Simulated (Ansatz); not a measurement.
NbC (Fm-3m), phonons: input and output

Computed with LDA, PAW on Ansatz 0.2.0's default frozen-core files (fitted under PBE), scalar-relativistic; not a measurement.

Cell and atoms were relaxed beforehand by PAW with this functional.

Launched as:

```sh
ansatz run input.yaml --threads 2 --pin off --max-ram 5120MiB --backend cpu --events-out ev --progress --plain --runs-dir out
```

input.yaml:

```yaml
crystal:
  lattice:
    - [0.0, 2.21359868418, 2.21359868418]
    - [2.21359868418, 0.0, 2.21359868418]
    - [2.21359868418, 2.21359868418, 0.0]
  atoms:
    - { symbol: Nb, position: [0.0, 0.0, 0.0] }
    - { symbol: C, position: [0.5, 0.5, 0.5] }
kpoints:
  mp_grid: { grid: [14, 14, 14] }
scf:
  occupations: { method: fermi_dirac, width: 0.08 }
hamiltonian:
  xc: lda
  pseudopotentials: { kind: paw }
phonons:
  qmesh: [2, 2, 2]
  qpath:
    path:
      - [0.0, 0.0, 0.0]
      - [0.5, 0.0, 0.5]
      - [0.625, 0.25, 0.625]
      - [0.375, 0.375, 0.75]
      - [0.0, 0.0, 0.0]
      - [0.5, 0.5, 0.5]
      - [0.5, 0.25, 0.75]
      - [0.5, 0.0, 0.5]
    npoints: 6
  temperatures: { t_min: 0, t_max: 1000, t_step: 100 }
```

The program printed:

```
Warning: RAYON_NUM_THREADS=2 ignored (pool sized by the plan → 2); use --threads N
Engine: ansatz 0.2.0, x86_64-unknown-linux-gnu
Pseudopotentials: kind: paw
Pseudopotential: Nb, paw, valence charge 13, recommended cutoff 420 eV (normal), Nb.paw.azcp
Pseudopotential: C, paw, valence charge 4, recommended cutoff 420 eV (normal), C.paw.azcp
Functional definition: SPW92
  exchange = slater_x
  correlation = pw_c
Crystal: 4 atoms, lattice volume = 43.387 Å³
Basis set: ecut = 420 eV, 821 PW (Γ), FFT grids on a1, a2, −a2+a3
Bands: 24, of which v1, the nominal top of the filled ones, is band 17 counted from 1 (16 counted from 0)
Symmetry: 24 space group operations
k-points: 144 of 1372
Non-local potential: Nb, projectors of the file, l = 0: 3, l = 1: 2, l = 2: 2, l = 3: 1
Non-local potential: C, projectors of the file, l = 0: 2, l = 1: 2, l = 2: 1
PAW form: soft (Blöchl's): semilocal exchange-correlation on the pseudo side does not see the compensation charge
PAW frozen core: Nb, regenerated for the run's functional, and the local potential with it (the file was generated under x = pbe(κ = 0.804, μ = 0.2195149727645171), c = pbe(β = 0.06672455060314922))
PAW frozen core: C, regenerated for the run's functional, and the local potential with it (the file was generated under x = pbe(κ = 0.804, μ = 0.2195149727645171), c = pbe(β = 0.06672455060314922))
PAW one-centre angular grid: Nb, 590 points (default); XC on 64 Gauss nodes
PAW one-centre angular grid: C, 110 points (default); XC on 64 Gauss nodes
Initial density: handed on by an earlier stage of this run
Initial wavefunctions: those handed on with the density
Functional: x = slater, c = lda
SCF iter   1: F=—  HF=-9373.695186 eV  |F-HF|=—  |Δ(HF+E_count)|=         —  Δρ=1.01e-7  dr2=2.57e-12  ethr=1.84e-12  ⟨swp⟩=7.2  Hψ=14537  notcnv=0
preconditioner: auto → Kerker (q_TF=auto, 2.620 Å⁻¹)  [metal: Δε(μ)=0.107 eV  Ē_g=8.621 eV  σ=0.080 eV  W_gap=0.32  n_scr=16 (ndim 8)  ℏωp=23.9 eV  f_vac=0.000  D(μ)=1.32/eV (n_scr^D=2)]
SCF iter   2: F=-9373.695186 eV  HF=-9373.695186 eV  |F-HF|=0.00e0  |Δ(HF+E_count)|=  3.64e-12  Δρ=5.56e-8  dr2=8.56e-13  ethr=1.00e-12  ⟨swp⟩=3.0  Hψ=7411  notcnv=0
SCF 1 converged in 2 iterations: F = -9373.695186 eV  dr2 = 8.56e-13
  greatest PAW one-centre occupation: 0.997 electrons in one spin orbital (limit 2), on the Nb atom at site 2 (counted from 0), in its partial waves of l = 0
phonons: the bands overlap, so this run is a metal and interpolates without the dipole-dipole term. If the crystal is really an insulator or semiconductor, its LO-TO splitting is missing
Symmetry: 2 space group operations
k-points: 372 of 1372 (time reversal used)
iter 1 solved again at ethr=1.18e-7 eV; its pass at ethr=3.10e-3 eV (dr2=4.00e-5 eV) is discarded
SCF iter   1: F=—  HF=-9373.695165 eV  |F-HF|=—  |Δ(HF+E_count)|=         —  Δρ=2.83e-4  dr2=3.40e-5  ethr=1.18e-7  ⟨swp⟩=2.1  Hψ=47203  notcnv=0  defer=203
SCF iter   2: F=—  HF=-9373.695161 eV  |F-HF|=—  |Δ(HF+E_count)|=   4.50e-6  Δρ=1.53e-4  dr2=1.00e-5  ethr=9.99e-8  ⟨swp⟩=1.1  Hψ=8755  notcnv=0  defer=203
[... 29 lines left out ...]
SCF iter   5: F=—  HF=-9373.695138 eV  |F-HF|=—  |Δ(HF+E_count)|=  8.39e-10  Δρ=5.49e-7  dr2=1.99e-10  ethr=9.63e-12  ⟨swp⟩=2.1  Hψ=11818  notcnv=0  defer=333
SCF iter   6: F=-9373.695138 eV  HF=-9373.695138 eV  |F-HF|=0.00e0  |Δ(HF+E_count)|=  4.73e-11  Δρ=8.44e-8  dr2=2.46e-12  ethr=1.00e-12  ⟨swp⟩=4.0  Hψ=40097  notcnv=0
SCF 5 converged in 6 iterations: F = -9373.695138 eV  dr2 = 2.46e-12
iter 1 solved again at ethr=8.73e-8 eV; its pass at ethr=3.10e-3 eV (dr2=2.97e-5 eV) is discarded
SCF iter   1: F=—  HF=-9373.695157 eV  |F-HF|=—  |Δ(HF+E_count)|=         —  Δρ=2.45e-4  dr2=2.84e-5  ethr=8.73e-8  ⟨swp⟩=2.0  Hψ=42588  notcnv=0  defer=332
preconditioner: auto → Kerker (q_TF=auto, 2.620 Å⁻¹)  [metal: Δε(μ)=0.106 eV  Ē_g=9.145 eV  σ=0.080 eV  W_gap=0.32  n_scr=14 (ndim 8)  ℏωp=23.9 eV  f_vac=0.000  D(μ)=1.32/eV (n_scr^D=6)]
SCF iter   2: F=—  HF=-9373.695149 eV  |F-HF|=—  |Δ(HF+E_count)|=   7.57e-6  Δρ=1.38e-4  dr2=1.00e-5  ethr=8.36e-8  ⟨swp⟩=1.0  Hψ=8927  notcnv=0  defer=332
SCF iter   3: F=—  HF=-9373.695145 eV  |F-HF|=—  |Δ(HF+E_count)|=   4.00e-6  Δρ=1.75e-5  dr2=1.10e-7  ethr=2.95e-8  ⟨swp⟩=2.0  Hψ=11987  notcnv=0  defer=332
SCF iter   4: F=—  HF=-9373.695145 eV  |F-HF|=—  |Δ(HF+E_count)|=  4.42e-10  Δρ=2.19e-6  dr2=1.65e-9  ethr=3.23e-10  ⟨swp⟩=2.0  Hψ=11681  notcnv=0  defer=332
SCF iter   5: F=—  HF=-9373.695145 eV  |F-HF|=—  |Δ(HF+E_count)|=  2.66e-10  Δρ=4.48e-7  dr2=1.10e-10  ethr=4.87e-12  ⟨swp⟩=2.1  Hψ=12181  notcnv=0  defer=332
SCF iter   6: F=-9373.695145 eV  HF=-9373.695145 eV  |F-HF|=1.82e-12  |Δ(HF+E_count)|=  2.36e-11  Δρ=6.37e-8  dr2=2.60e-12  ethr=1.00e-12  ⟨swp⟩=4.4  Hψ=36416  notcnv=0
SCF 6 converged in 6 iterations: F = -9373.695145 eV  dr2 = 2.60e-12
SCF converged after 2 iterations
Free energy (F): -9373.695186 eV
Harris-Foulkes:  -9373.695186 eV  (|F-HF|=0.00e0)
Internal energy: -9373.666878 eV  (E = F + TS)
E sigma→0 (E₀):  -9373.681032 eV
Entropy (-TS):   -0.028308 eV (-7.077 meV/atom)
Fermi energy:    19.152133 eV
--- Per-component energies (eV) ---
  E_band       = -53.234039
  E_kinetic    = 974.507046
  E_local      = -1378.077362  (includes V_loc(G=0)·N_el)
  E_nonlocal   = 299.239068
  E_hartree    = 417.419178
  E_xc         = -448.869236
  E_vxc        = -549.890226  (∫ρ·V_xc dr)
  E_paw        = -6111.440399  (= ΣΔE_a)
  E_vpaw       = -233.850950  (= ΣTr[D̂ρ^β])
  E_aug_tail   = 0.000046  (compensation charges beyond the density's cutoff)
  E_ewald      = -3127.422271
  E_core_change = 0.977054  (= ΣΔE_core)
  E_smearing   = -0.028308  (= −TS)
  E_closure    = 0.000000  (closes the sum)
  Σ components = -9373.695186   (vs F -9373.695186, Δ=0.00e0)
--- Forces (eV/Å), atoms counted from 1 ---
  atom   1  Nb     0.00000000    -0.00000000     0.00000000
  atom   2  C      0.00000000     0.00000000     0.00000000
  atom   3  Nb     0.00000000    -0.00000000     0.00000000
  atom   4  C      0.00000000     0.00000000     0.00000000
  max |Σ_I F_I| component: 5.44e-29 eV/Å
--- Phonons: 4 displaced members + 2 references (amplitude of the first 0.0025 Å, Σ member SCF iterations 26) ---
  ASR residual: 5.515e-4 → 0.000e0 eV/Å²; symmetrization residual: 3.602e-4 eV/Å²
  largest component of a force at the reference: 1.7e-29 eV/Å
  ASR residual per site (eV/Å²): 9.35e-5 5.52e-4
  Γ frequencies (cm⁻¹): 0.00 0.00 0.00 549.88 549.88 549.88
--- Phonons (by wavevector): 3 wavevectors in 2 supercells ---
  supercell 1 (2 cells, vectors [1, 0, 0], [0, 1, 0], [0, 0, 2] in multiples of the cell's): 2 displaced members by 0.0025 Å; free energy -9373.695186 eV; taken off its force constants: by the sum rule 5.5e-4, by the ...
  symmetry images taken by strict's conditions (phonons.symmetry_images: auto; settled by no image being taken that strict refuses); asymmetry of the core-correction force 2.9e-15 eV/Å at the most on a site, 6.0e-15 eV/Å summed ...
  supercell 2 (2 cells, vectors [1, 0, 0], [0, 1, -1], [0, 0, 2] in multiples of the cell's): 2 displaced members by 0.0025 Å; free energy -9373.695186 eV; taken off its force constants: by the sum rule 4.6e-4, by the ...
  symmetry images taken by strict's conditions (phonons.symmetry_images: auto; settled by no image being taken that strict refuses)
  q = [0.0000, 0.0000, 0.0000] (star 1, supercell 1; hermiticity 0.00e0, symmetrization 8.42e-7): -0.00 -0.00 0.00 549.88 549.88 549.88
  q = [0.0000, 0.0000, -0.5000] (star 4, supercell 1; hermiticity 9.92e-17, symmetrization 4.87e-16): 119.94 119.94 164.59 605.25 605.25 668.47
  q = [0.0000, -0.5000, -0.5000] (star 3, supercell 2; hermiticity 1.29e-16, symmetrization 4.23e-16): 211.61 211.61 249.37 565.72 565.72 602.27
  joined force constants: q→R imaginary residual 2.30e-17
  density of states and harmonic sums: on the 24×24×24 q-mesh, interpolated from the force constants of a 2×2×2 supercell (no non-analytic term)
  largest difference from the sums on the solved wave vectors: F 5.37e-2 eV, S 8.60e-5 and C_V 3.23e-5 eV/K
```

The calculation finished and met its thresholds.

Harmonic thermodynamics:

Harmonic phonons of a crystal by Kohn-Sham DFT at the given cell, standard atomic masses, acoustic sum rule imposed; negative wavenumbers are unstable modes; sums over wave vectors interpolated from the q mesh.

| Property | Result |
| --- | --- |
| Zero point energy | 71.16 meV/atom |

| temperature (K) | phonon heat capacity (k_B/atom) | phonon entropy (k_B/atom) | phonon free energy (meV/atom) |
| --- | --- | --- | --- |
| 100 | 0.9677 | 0.562 | 69.63 |
| 200 | 1.713 | 1.476 | 60.77 |
| 300 | 2.206 | 2.273 | 44.53 |
| 400 | 2.487 | 2.95 | 21.94 |
| 500 | 2.648 | 3.524 | -6.02 |
| 600 | 2.746 | 4.016 | -38.56 |
| 700 | 2.809 | 4.444 | -75.05 |
| 800 | 2.851 | 4.822 | -115 |
| 900 | 2.881 | 5.16 | -158 |
| 1000 | 2.903 | 5.465 | -203.8 |

### Phonons on the q mesh

One row a degenerate set, branches counted upwards.

```json
{
 "Unstable phonons": "no"
}
```

```
point  q a (r.l.u.)  q b (r.l.u.)  q c (r.l.u.)  branch  phonon wavenumber (cm⁻¹)  degeneracy
Gamma             0             0             0       4                     549.9           3
    L           0.5             0             0       1                     119.9           2
    L           0.5             0             0       3                     164.6           1
    L           0.5             0             0       4                     605.2           2
    L           0.5             0             0       6                     668.5           1
    X           0.5           0.5             0       1                     211.6           2
    X           0.5           0.5             0       3                     249.4           1
    X           0.5           0.5             0       4                     565.7           2
    X           0.5           0.5             0       6                     602.3           1
```

### Zone-centre phonons

Optical zone-centre levels upwards with Mulliken labels, activity, and the element with most of the kinetic energy.

```
Point group : m-3m
```

```tsv
number	phonon wavenumber (cm⁻¹)	label	infrared	raman	lead element
1	549.9	T1u	yes	no	C
```

Keep in mind: frozen-core PAW files fitted under PBE, their cores solved anew for the functional of the run; responses of metals move with mesh and smearing; coarse q mesh; activity by symmetry alone, a metal screens infrared modes.

Time and hardware: 53 s on 2 threads of Intel(R) Xeon(R) 6975P-C (Granite Rapids) (shared host), peak memory 0.75 GiB.
